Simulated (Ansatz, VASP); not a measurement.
**Two plane-wave programs on As**

```
As
1.0
     2.91698    0.00000    0.00000
    -1.45849    2.52618    0.00000
     0.00000    0.00000    9.83613
As
4
Cartesian
  1.4585 2.5262 9.8361
  2.9170 0.0000 4.9181
  0.0000 1.6841 2.4590
  1.4585 0.8421 7.3771
```

Alike in both runs: functional LDA; k mesh 12 × 12 × 4; occupations fermi-dirac, width 0.1 eV; no spin polarisation.

Ansatz relaxed the structure, and its values are those at the end. VASP's run is a single point on that final structure, the one shown.

|  | VASP | Ansatz |
| --- | --- | --- |
| version | VASP 6.6.1 | Ansatz 0.2.0 |
| potentials or method | VASP PAW LDA potentials, release 64 (As) | plane waves (420 eV) with PAW, scalar-relativistic |
| plane-wave cutoff (eV) | 520 | 420 |
| valence electrons in the cell | 20 | 60 |

|  | VASP | Ansatz | Ansatz less VASP |
| --- | --- | --- | --- |
| pressure (GPa) | 0.3 | 0.0 | -0.30 |

The two sets of potentials don't hold the same shells in valence. Ansatz warned: «pseudo_functional_mismatch».
